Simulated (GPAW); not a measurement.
Runs of GPAW 26.7.0 on Si2Ni. It takes space group Fm-3m (No. 225, cubic). The conventional cell has a = 5.406 Å, b = 5.406 Å, c = 5.406 Å, α = 90.00°, β = 90.00°, γ = 90.00°. Ni (site symmetry m-3m) has 8 Si at 2.34 Å as nearest neighbours. Around Si (site symmetry -43m) lie 4 Ni at 2.34 Å. 

| task | level | U | cell | band path | band points | ranks | pressure (GPa) | moment (μB) |
| --- | --- | --- | --- | --- | --- | --- | --- | --- |
| band structure | PBEsol+U | Ni d U = 2 eV | as given | GXWKGLUWLK,UX | 60 | - | -0.4 | 0.00 |
| band structure | PBEsol+U | Ni d U = 3 eV | as given | GXWKGLUWLK,UX | 60 | - | (b) | 0.00 |
| band structure | PBEsol+U | Ni d U = 8 eV | as given | GXWKGLUWLK,UX | 60 | - | -3.2 | 0.00 |
| band structure | PBEsol+U | Ni d U = 6 eV | as given | GXWKGLUWLK,UX | 60 | - | -2.2 | 0.00 |
| band structure | PBEsol+U | Ni d U = 1 eV | as given | GXWKGLUWLK,UX | 60 | - | 0.0 | 0.00 |
| band structure | PBEsol | - | as given | GXWKGLUWLK,UX | 60 | - | (a) | 0.00 |
| band structure | PBEsol+U | Ni d U = 4 eV | as given | GXWKGLUWLK,UX | 60 | - | -1.3 | 0.00 |
| single point | PBEsol | - | atoms moved at random, drawn with an rms of 0.05 Å | - | - | 4 | 0.6 | 0.00 |

Alike in all rows: potentials or basis PAW data sets generated in the run's folder for this functional, pw; spin collinear, ferromagnetic start; k mesh 9 × 9 × 9; cutoff (eV) 600; smearing fermi-dirac 0.05 eV.

Question: Estimate the missing entries.

Answer: (a) 0.4; (b) -0.8.

Caveats: the stock nickel data set gives pressures a few GPa off other programs; the U is typed as a test and isn't derived for this compound (some runs).

Runs at the PBE level aren't shown here.
